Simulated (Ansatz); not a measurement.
Something may be wrong with this Ansatz 0.2.0 calculation of SiNi3.

input.yaml

```yaml
crystal:
  lattice:
    - [1.2928041287, 0.7464008117, 7.661989331]
    - [-1.2928041287, 0.7464008117, 7.661989331]
    - [0.0, -1.4928016234, 7.661989331]
  atoms:
    - { symbol: NIx, position: [0.254733, 0.254733, 0.254733], spin: 1.0 }
    - { symbol: Ni, position: [0.5, 0.5, 0.5], spin: 1.0 }
    - { symbol: Ni, position: [0.745267, 0.745267, 0.745267], spin: 1.0 }
    - { symbol: Si, position: [0.0, 0.0, 0.0] }
hamiltonian:
  xc: pbesol
  pseudopotentials: { kind: paw }
magnetization:
  spin_polarized: true
kpoints:
  mp_grid: { grid: [12, 12, 12] }
scf:
  occupations: { method: fermi_dirac, width: 0.05 }
  max_iter: 60
output:
  forces: true
  stress: true
  eigenvalues: true
relax:
  f_tol: 0.01
  max_steps: 40
  cell: { stress_tol: 0.05 }
```

Potentials or basis: Ansatz PAW.

Run with:

```console
$ ansatz run input.yaml --threads 2 --pin off --max-ram 5632MiB --backend cpu --events-out ev --progress --plain --runs-dir out
```

Output:

```text
Error: YAML parse error: error: line 7 column 17: `NIx` is not an element symbol (H … Og, case-exact)
 --> <input>:7:17
  |
5 |     - [0.0, -1.4928016234, 7.661989331]
6 |   atoms:
7 |     - { symbol: NIx, position: [0.254733, 0.254733, 0.254733], spin: 1.0 }
  |                 ^ `NIx` is not an element symbol (H … Og, case-exact)
8 |     - { symbol: Ni, position: [0.5, 0.5, 0.5], spin: 1.0 }
9 |     - { symbol: Ni, position: [0.745267, 0.745267, 0.745267], spin: 1.0 }
  |
```

Q: Diagnose the run.

A: The program refused the input. The input holds a flaw that was put in on purpose: an unknown element (crystal.atoms[0].symbol = NIx).

A sound run on the same cell differs in these lines of the main input:
```diff
@@ -7 +7 @@
-    - { symbol: NIx, position: [0.254733, 0.254733, 0.254733], spin: 1.0 }
+    - { symbol: Ni, position: [0.254733, 0.254733, 0.254733], spin: 1.0 }
@@ -20 +19,0 @@
-  max_iter: 60
```
